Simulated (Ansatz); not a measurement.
`C[SiH2]F` + `F[C](F)F`• → `C[SiH]F`• + `FC(F)F` at 600 K and 1 bar (hydrogen abstraction from the Si–H bond).

Program: Ansatz. Geometries: PBE0-D4/def2-TZVP. ΔE: electronic, gas phase. CCSD(T)/CBS adds triple-zeta CCSD(T) − MP2 to the extrapolated MP2 energy (def2 sets, frozen cores). This one scheme is used for every species. No spin–orbit coupling; open shells (•) take unrestricted orbitals.

```tsv
species	CCSD(T)/CBS energy (Eh)	H − E (kJ/mol)	S (J/(mol·K))
`C[SiH2]F`	-430.00374	191.4	351.0
`F[C](F)F`•	-337.34656	61.8	305.1
`C[SiH]F`•	-429.34345	163.5	349.5
`FC(F)F`	-338.02896	97.7	303.2
```

H − E and S are ideal-gas, rigid-rotor, harmonic terms from PBE0-D4/def2-TZVP, for one conformer and one mirror image of each species, with the whole ground term of open shells counted as degenerate. 1 Eh = 2625.50 kJ/mol, R = 8.31446 J/(mol·K).

Problem. By hand: ΔE, ΔH, ΔS and ΔG.

Solution. ΔE = (-429.34345) + (-338.02896) − (-430.00374) − (-337.34656) = -0.02211 Eh = -58.0 kJ/mol. Δ(H − E) = 163.5 + 97.7 − 191.4 − 61.8 = 8.0, so ΔH = -50.0 kJ/mol. ΔS = 349.5 + 303.2 − 351.0 − 305.1 = -3.4 J/(mol·K). ΔG = -50.0 − 600 × (-3.4)/1000 = -48.0 kJ/mol.

Problem. By hand: the equilibrium constant, and the temperature at which ΔG would vanish if ΔH and ΔS stayed fixed.

Solution. log₁₀ K = −ΔG/(RT ln 10) = 4.2. ΔG = 0 at ΔH/ΔS = 14706 K, far beyond where these terms or the molecules hold.

The number of gas molecules stays the same, so ΔS is small and ΔH decides. A doubt of 5 kJ/mol in ΔE shifts log₁₀ K by 0.4 here. Other conformers and mirror images would add mixing entropy, several J/(mol·K) or more a flexible species. These are equilibria of isolated gas molecules and say nothing of rates. Largest T1 diagnostic: 0.014 (customary marks: 0.02 for closed shells, 0.045 for open ones).
